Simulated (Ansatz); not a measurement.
# Ti: response to a stretch of c alone

One table from this session's results is given with a row withheld; the runs are named, their logs left out.

Computed with Ansatz 0.2.0 (DFT r2SCAN, scalar-relativistic, plane waves, PAW, unless a step's input says otherwise).

2 further runs of the same task are left out: 2 set aside as unsound or not needed.

## Starting point

Symmetry: P6/mmm, No. 191, hexagonal system. Conventional cell: a = 4.568 Å, b = 4.568 Å, c = 2.825 Å, α = 90.00°, β = 90.00°, γ = 120.00°. Ti (site symmetry 6/mmm) has 14 Ti at 2.82 to 2.99 Å as nearest neighbours. Ti (site symmetry -6m2) has 11 Ti at 2.64 to 2.99 Å as nearest neighbours.

As a file:

```xyz
3
Lattice="4.5680 0.0000 0.0000 -2.2840 3.9560 0.0000 0.0000 0.0000 2.8246" Properties=species:S:1:pos:R:3 pbc="T T T"
Ti    0.0000    0.0000    0.0000
Ti    0.0000    2.6373    1.4123
Ti    2.2840    1.3187    1.4123
```

It goes back to an entry of the Materials Project, which need not be the stable form.

This cell was relaxed beforehand with the same method: volume 17.01 Å³/atom, gap on the mesh none (metal).

The unstrained cell was computed beforehand with the same settings: E(σ→0) = -7513.1595 eV for 3 atoms, gap none (metal).

Set-up of the first run:

The input, input.yaml:

```yaml
crystal:
  lattice:
    - [4.5680217014, 0.0, 0.0]
    - [-2.2840108507, 3.9560228385, 0.0]
    - [0.0, 0.0, 2.7963173083]
  atoms:
    - { symbol: Ti, position: [0.0, 0.0, 0.0] }
    - { symbol: Ti, position: [0.3333333333, 0.6666666667, 0.5] }
    - { symbol: Ti, position: [0.6666666667, 0.3333333333, 0.5] }
basis:
  ecutwfc: 500
kpoints:
  mp_grid: { grid: [12, 12, 18] }
hamiltonian:
  xc: r2scan
scf:
  occupations: { method: gaussian, width: 0.1 }
output:
  forces: true
  stress: true
  eigenvalues: true
```

Started as:

```bash
$ ansatz run input.yaml --threads 1 --pin off --max-ram 2560MiB --backend cpu --events-out ev --progress --plain --runs-dir out
```

Steps of the session up to this table: The cell strained by -1.0 %; The cell strained by +1.0 %; Strain -2.0 %; At +2.0 %; The cell strained by -3.0 %; Strain +3.0 %.

One table of the session follows, with a row left open; its other results are not shown here.

Lengths are those of the vectors of the cell that was run; stresses in GPa:

| strain (%) | ΔE (meV/atom) | c (Å) |
| --- | --- | --- |
| -3.0 | 13.5 | 2.740 |
| -2.0 | ? | ? |
| -1.0 | 1.4 | 2.796 |
| +0.0 | 0.0 | 2.825 |
| +1.0 | 1.5 | 2.853 |
| +2.0 | 5.7 | 2.881 |
| +3.0 | 12.4 | 2.909 |

**Question.** Estimate the row for strain (%) = -2.0.

Worked estimate for «ΔE (meV/atom)». A straight line through the neighbours (-3.0, 13.5) and (-1.0, 1.4) gives 13.5 + (1.4 − 13.5) × (-2.0 + 3.0) / (-1.0 + 3.0) = 7.5; a parabola fitted to 3 rows on both sides gives 5.9.

**Answer.** ΔE (meV/atom): 5.8; c (Å): 2.768. In «ΔE (meV/atom)» the line misses by +1.7 and the parabola by +0.1.

ΔE is over the unstrained cell. Stress in GPa, positive in compression, on the Cartesian axes of the input. 
